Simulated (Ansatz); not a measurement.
## Ge on a Si site in Si

The calculation used DFT PBE, scalar-relativistic, plane waves, PAW (Ansatz 0.2.0). Settings: 420 eV cutoff, 2×2×2 k-mesh, shifted by half a step, Gaussian smearing of 0.02 eV, collinear spin in charge +1, -1 alone.

Host crystal, relaxed:

```yaml
crystal:
  lattice:
    - [3.85128, 0.00000, 0.00000]
    - [-1.92564, 3.33531, 0.00000]
    - [0.00000, 0.00000, 6.36502]
  atoms:
    - { symbol: Si, position: [0.33333, 0.66667, 0.06293] }
    - { symbol: Si, position: [0.66667, 0.33333, 0.56293] }
    - { symbol: Si, position: [0.33333, 0.66667, 0.43707] }
    - { symbol: Si, position: [0.66667, 0.33333, 0.93707] }
```

Supercell of 36 atoms, rows in host cell vectors: 1 2 1; -2 -1 1; 1 -1 1. Atoms relax at the host's cell from a start displaced at random by 0.05 Å near the defect, so other minima may exist. The cell is small, so energies carry finite-size errors of tenths of an eV. The host's Kohn–Sham gap is 0.45 eV.

Starting moments were lost in some runs.

Defect: Ge on a Si site, charge +1.

Command:

```bash
ansatz run input.yaml --threads 4 --pin off --max-ram 10240MiB --backend cpu --events-out ev --progress --plain --runs-dir out
```

The input:

```yaml
crystal:
  lattice:
    - [-1.0e-10, 6.6706137355, 6.3650227141]
    - [-5.7769209537, -3.3353068678, 6.3650227141]
    - [5.7769209538, -3.3353068677, 6.3650227141]
  atoms:
    - { symbol: Ge, position: [0.2430066683, 0.5773539843, 0.2426285846], spin: 0.2 }
    - { symbol: Si, position: [0.576947832, 0.576918772, 0.9091447785] }
    - { symbol: Si, position: [0.2429468347, 0.2433981427, 0.5766324988] }
    - { symbol: Si, position: [0.2430633767, 0.9108638588, 0.9090695381] }
    - { symbol: Si, position: [0.5768812521, 0.2434368433, 0.2426984436] }
    - { symbol: Si, position: [0.9094511193, 0.5769145816, 0.57676079] }
    - { symbol: Si, position: [0.9099181337, 0.2437928239, 0.9096666216] }
    - { symbol: Si, position: [0.5764464579, 0.9104391879, 0.5760587639] }
    - { symbol: Si, position: [0.9094615858, 0.9108071219, 0.242651505] }
    - { symbol: Si, position: [0.2988656369, 0.6326223352, 0.632940807] }
    - { symbol: Si, position: [0.6330031631, 0.6326838104, 0.2986778331] }
    - { symbol: Si, position: [0.298879053, 0.2984968743, 0.9645869569] }
    - { symbol: Si, position: [0.2988422764, 0.9667689267, 0.2987282944] }
    - { symbol: Si, position: [0.6320398782, 0.2991796792, 0.6318172658] }
    - { symbol: Si, position: [0.964720968, 0.632611797, 0.9646976108] }
    - { symbol: Si, position: [0.9647923801, 0.2984318587, 0.2986425427] }
    - { symbol: Si, position: [0.6320465331, 0.9658987437, 0.9651313411] }
    - { symbol: Si, position: [0.965351787, 0.9658167323, 0.6318976758] }
    - { symbol: Si, position: [0.3697988425, 0.7039386956, 0.3714156669], spin: 0.2 }
    - { symbol: Si, position: [0.7008311901, 0.7016909153, 0.034357369] }
    - { symbol: Si, position: [0.3678366692, 0.3682959028, 0.700705697] }
    - { symbol: Si, position: [0.3678585922, 0.0346153389, 0.0343735576] }
    - { symbol: Si, position: [0.700916479, 0.3683417955, 0.3676283326] }
    - { symbol: Si, position: [0.0345328154, 0.7016372474, 0.7007835638] }
    - { symbol: Si, position: [0.0347679466, 0.3684939716, 0.0345448605] }
    - { symbol: Si, position: [0.7011944154, 0.0350106322, 0.7009466263] }
    - { symbol: Si, position: [0.0345235035, 0.0345977587, 0.36770017] }
    - { symbol: Si, position: [0.4236208698, 0.7574585646, 0.7569614274] }
    - { symbol: Si, position: [0.7573817702, 0.7573355686, 0.4232183927] }
    - { symbol: Si, position: [0.4248110241, 0.4226181968, 0.0866901356], spin: 0.2 }
    - { symbol: Si, position: [0.4234553682, 0.0912883546, 0.4231973528] }
    - { symbol: Si, position: [0.7567995547, 0.4239656663, 0.7565613713] }
    - { symbol: Si, position: [0.0898765631, 0.7625928924, 0.0841027756], spin: 0.2 }
    - { symbol: Si, position: [0.0869904142, 0.4235793701, 0.4261368855], spin: 0.2 }
    - { symbol: Si, position: [0.7567449848, 0.0907477842, 0.0899185564] }
    - { symbol: Si, position: [0.0901226692, 0.0907312649, 0.7564952233] }
  host:
    lattice:
      - [3.8512806358, 0.0, 0.0]
      - [-1.9256403179, 3.3353068677, 0.0]
      - [0.0, 0.0, 6.3650227141]
    atoms:
      - { symbol: Si, position: [0.3333333333, 0.6666666667, 0.0629309401] }
      - { symbol: Si, position: [0.6666666667, 0.3333333333, 0.5629309401] }
      - { symbol: Si, position: [0.3333333333, 0.6666666667, 0.4370690599] }
      - { symbol: Si, position: [0.6666666667, 0.3333333333, 0.9370690599] }
total_charge: 1
basis:
  ecutwfc: 420
  xc_grid: 2
kpoints:
  mp_grid: { grid: [2, 2, 2], shift: [0.5, 0.5, 0.5] }
hamiltonian:
  xc: pbe
scf:
  occupations: { method: gaussian, width: 0.02 }
output:
  forces: true
  stress: false
  eigenvalues: true
  populations: true
  charged_corrections:
    defect_position: [0.2431992, 0.57653254, 0.2431992]
    epsilon: [[12.6179, 0.0, 0.0], [0.0, 12.6179, 0.0], [0.0, 0.0, 13.7065]]
  write_density: true
  write_potential: true
  elf: true
  volumetric_format: npy
magnetization:
  spin_polarized: true
relax:
  adjacent_minimum: "off"
  f_tol: 0.025
  max_steps: 45
```

From the output:

```
Warning: RAYON_NUM_THREADS=4 ignored (pool sized by the plan → 4); use --threads N
Crystal: 36 atoms, lattice volume = 735.840 Å³
Basis set: ecut = 420 eV, 14403 PW (Γ), exchange–correlation on 128×128×128 points (8 copies of the dense FFT grid, shifted against one another)
Bands: 113, of which v1, the nominal top of the filled ones, is band 77 counted from 1 (76 counted from 0)
Symmetry: 1 space group operations
Space group: P1 (ITA 1), of the structure as read, at distance tolerance 9.0e-5 Å
k-points: 4 of 8 (time reversal used)
relax step   1: F+E_penalty+E_count = -26553.64129633 eV  Δ(F+E_penalty+E_count) = +0.000e0 eV  max|allowed force component| = 4.025e-1 eV/Å  Δτ_max = 0.0000 Å
relax step   2: F+E_penalty+E_count = -26553.66835663 eV  Δ(F+E_penalty+E_count) = -2.706e-2 eV  max|allowed force component| = 9.963e-2 eV/Å  Δτ_max = 0.0308 Å
relax step   3: F+E_penalty+E_count = -26553.66992918 eV  Δ(F+E_penalty+E_count) = -1.573e-3 eV  max|allowed force component| = 2.833e-3 eV/Å  Δτ_max = 0.0086 Å
SCF converged after 5 iterations
Free energy (F): -26553.669929 eV
E sigma→0 (E₀):  -26553.669929 eV
Fermi energy:    5.942140 eV
```

The relaxation gained 0.03 eV in 3 steps. The run took 3.5 min on 4 threads of AMD EPYC 7R43 64-Core Processor (Zen 3), with other jobs on the host, peak memory 2.1 GiB.